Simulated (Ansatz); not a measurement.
CrO2:

```xyz
6
Lattice="4.4210 0.0000 0.0000 0.0000 4.4210 0.0000 0.0000 0.0000 2.9170" Properties=species:S:1:pos:R:3 pbc="T T T"
Cr    2.2105    2.2105    1.4585
Cr    0.0000    0.0000    0.0000
O     3.5412    0.8798    1.4585
O     3.0903    3.0903    0.0000
O     0.8798    3.5412    1.4585
O     1.3307    1.3307    0.0000
```

```yaml
Program: Ansatz 0.2.0
Task: relaxation of cell and atoms
Functional: PBEsol
Potentials_or_basis: Ansatz PAW
Cutoff: "420 eV (not typed: the program's choice for these potentials)"
k_mesh: 6 × 6 × 9
Occupations: fermi-dirac, width 0.05 eV
Spin: collinear spin, ferromagnetic start
Starting_moments: "[3.0, 3.0, 0.0, 0.0, 0.0, 0.0] μB"
```

At the start: volume 9.50 Å³/atom.

Problem. Where does the relaxation end?

Solution. It ends after 8 steps and the volume is 9.29 Å³/atom (-2.3 %); space group P4_2/mnm (No. 136, to 0.05 Å); moment 4.00 μB per cell.

Step by step:
```csv
step,energy change (eV),largest force (eV/Å),volume (Å³)
1,0.0000,0.3423,57.01
2,-0.0329,0.2105,56.20
3,-0.0451,0.0241,55.69
4,-0.0447,0.0110,55.77
5,-0.0448,0.0001,55.76
6,-0.0378,0.0004,55.76
7,-0.0382,0.0001,55.71
8,-0.0380,0.0001,55.71
```

Final structure:
```
CELL_PARAMETERS angstrom
4.39252 0.00000 0.00000
0.00000 4.39252 0.00000
0.00000 0.00000 2.88749
ATOMIC_POSITIONS crystal
Cr 0.50000 0.50000 0.50000
Cr 0.00000 0.00000 0.00000
O 0.80330 0.19670 0.50000
O 0.69670 0.69670 0.00000
O 0.19670 0.80330 0.50000
O 0.30330 0.30330 0.00000
```

Caveat: the plane-wave basis is chosen anew once the cell has moved, so the energies of steps on either side of that aren't comparable; the pressure holds a Pulay correction of +1.0 GPa for the finite cutoff; only a ferromagnetic start was run, and an antiferromagnetic order may lie lower in energy; the PAW data sets come from PBE, with cores solved anew for the run's functional, which leaves a small shift of forces and pressure.
